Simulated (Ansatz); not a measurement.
ZnGeP2: pressure series

Base system: ZnGeP2 in the chalcopyrite structure (space group I-42d, No. 122).

```xyz
8
Lattice="-2.7121 2.7121 5.3548 2.7121 -2.7121 5.3548 2.7121 2.7121 -5.3548" Properties=species:S:1:pos:R:3 pbc="T T T"
Zn     0.0000     2.7121     2.6774
Zn     0.0000     0.0000     0.0000
Ge     2.7121     0.0000     2.6774
Ge     0.0000     0.0000     5.3548
P      1.3560     1.3649    -1.3387
P      1.3560     1.3472     4.0161
P      4.0593     1.3560     1.3387
P     -1.3472     1.3560     6.6935
```

Cell and atoms are relaxed at each pressure.

All numbers come from PBEsol, PAW, 420 eV (Ansatz, a quantum-chemistry and plane-wave program; no SOC), earlier PAW set.

Notes on the quantities. enthalpy: H = E + PV relative to the base's energy.

```tsv
case	volume per atom	band gap	hole mass	enthalpy
base	19.69 Å³	1.07 eV	0.096 mₑ along c, 0.33 mₑ across (at Γ)	–
pressure −1 GPa	19.94 Å³	1.09 eV	0.091 mₑ along c, 0.34 mₑ across (at Γ)	-0.12 eV/atom
pressure 0.9 GPa	19.49 Å³	1.05 eV	0.100 mₑ along c, 0.33 mₑ across (at Γ)	+0.11 eV/atom
pressure 2.1 GPa	19.23 Å³	?	0.10 mₑ along c, 0.32 mₑ across (at Γ)	+0.26 eV/atom
pressure 4.5 GPa	18.76 Å³	0.99 eV	0.11 mₑ along c, 0.31 mₑ across (at Γ)	+0.54 eV/atom
pressure 9 GPa	18.03 Å³	0.92 eV	0.13 mₑ along c, 0.29 mₑ across (at Γ)	+1.06 eV/atom
pressure 15 GPa	17.24 Å³	0.83 eV	0.14 mₑ along c, 0.27 mₑ across (at Γ)	+1.72 eV/atom
pressure 22.5 GPa	16.45 Å³	0.72 eV	0.16 mₑ along c, 0.25 mₑ across (at Γ)	+2.50 eV/atom
pressure 30 GPa	?	?	0.17 mₑ along c, 0.24 mₑ across (at Γ)	+3.26 eV/atom
```

### Question
Complete the table.

### Answer

- pressure 2.1 GPa, band gap: 1.03 eV
- pressure 30 GPa, volume per atom: 15.81 Å³
- pressure 30 GPa, band gap: 0.63 eV

Load acts through the strain it causes; cell and atoms are relaxed under it. Effective masses come from finite differences of ±0.01 Å⁻¹. Whether these cells are dynamically stable was not tested. Competing high-pressure phases were not computed.
